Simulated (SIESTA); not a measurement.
TiO2 under changes of volume

One of the cells (10.435 Å³/atom); the others are scaled copies at fixed shape and fractional positions:

```
Ti O
1.0
     4.59984    0.00000    0.00000
     0.00000    4.59984    0.00000
     0.00000    0.00000    2.95921
Ti O
2 4
Direct
  0.00000 0.00000 0.50000
  0.50000 0.50000 0.00000
  0.30432 0.30432 0.50000
  0.19568 0.80432 0.00000
  0.80432 0.19568 0.00000
  0.69568 0.69568 0.50000
```

The cell is a database's computed one.

| Quantity | Value |
| --- | --- |
| Program | SIESTA 5.4.2 |
| Functional | AM05 |
| Potentials or basis | PseudoDojo 0.4 standard (PBEsol files) |
| Basis | DZP (energy shift 0.003 Ry; two zetas on semicore shells) |
| Grid cutoff | 800 Ry |
| Energy shift | 0.003 Ry |
| k mesh | 4 × 4 × 6 |
| Occupations | fermi-dirac, width 0.05 eV |
| Spin | no spin polarisation |

| volume (Å³/atom) | energy over the lowest point (meV/atom) | pressure (GPa) | gap on the mesh (eV) | largest force (eV/Å) |
| --- | --- | --- | --- | --- |
| 9.809 | 35.37 | 18.0 | 1.86 | 0.301 |
| 10.018 | 16.07 | 11.7 | 1.81 | 0.183 |
| 10.227 | ? | ? | ? | ? |
| 10.435 | 0.00 | 1.0 | 1.72 | 0.030 |
| 10.644 | 1.78 | -3.6 | 1.68 | 0.124 |
| 10.853 | 9.20 | -7.7 | 1.64 | 0.214 |
| 11.062 | 21.72 | -11.4 | 1.59 | 0.295 |

Q: What does the run at 10.227 Å³/atom give?

A: Energy over the lowest point 4.53 meV/atom; pressure 6.1 GPa; gap on the mesh 1.77 eV; largest force 0.072 eV/Å.

Worked out: A Birch-Murnaghan fit of order 3 (a polynomial in V^(-2/3)) to the other rows has its minimum at 10.48 Å³/atom with B0 = V·E''(V) = 237 GPa and B' = 4.3 at fixed shape and positions, which overstates the stiffness. It gives 4.53 meV/atom at 10.227 Å³/atom, against the run's 4.53, and -dE/dV = 6.1 GPa, against 6.1. A straight line through the other rows of the gap, of slope -2.21 eV per unit of ln V (its deformation potential), gives 1.77 eV, against the run's 1.77.

Energies are extrapolated to zero smearing.

Caveats: the potentials were made for another functional, which shifts forces and pressure; the basis of atomic orbitals isn't converged, which shifts pressures, moduli and gaps.

A mesh can miss the band edges.
